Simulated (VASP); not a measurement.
Crystal: CdSe.

```
Cd Se
1.0
     4.34609    0.00000    0.00000
    -2.17304    3.76382    0.00000
     0.00000    0.00000    7.08984
Cd Se
2 2
Direct
  0.66667 0.33333 0.49995
  0.33333 0.66667 0.99995
  0.66667 0.33333 0.87591
  0.33333 0.66667 0.37591
```

The cell is a database's computed one.

```yaml
Program: VASP 6.6.1
Task: relaxation of cell and atoms
Functional: PBEsol
Potentials_or_basis: VASP PAW PBE potentials, release 64 (Cd, Se)
Cutoff: 600 eV
k_mesh: 9 × 9 × 6
Occupations: gaussian, width 0.02 eV
Spin: no spin polarisation
```

At the start: pressure -1.2 GPa; volume 28.99 Å³/atom.

**Question.** How do energy, volume and symmetry change on relaxing?

**Answer.** Over 3 steps the energy falls by 2.7 meV/atom and the volume is 28.29 Å³/atom (-2.4 %); space group P6_3mc (No. 186, to 0.05 Å).

The path:
```csv
step,energy change (eV),largest force (eV/Å),pressure (GPa),volume (Å³)
1,0.0000,0.0022,-1.20,115.97
2,-0.0099,0.0046,0.38,112.36
3,-0.0108,0.0039,0.00,113.16
```

Final structure:
```xyz
4
Lattice="4.3107 0.0000 0.0000 -2.1553 3.7332 0.0000 0.0000 0.0000 7.0319" Properties=species:S:1:pos:R:3 pbc="T T T"
Cd    2.1553    1.2444    3.5157
Cd    0.0000    2.4888    7.0316
Se    2.1553    1.2444    6.1592
Se    0.0000    2.4888    2.6432
```

Caveat: the PAW data sets were made with another functional, which shifts forces and pressure a little.
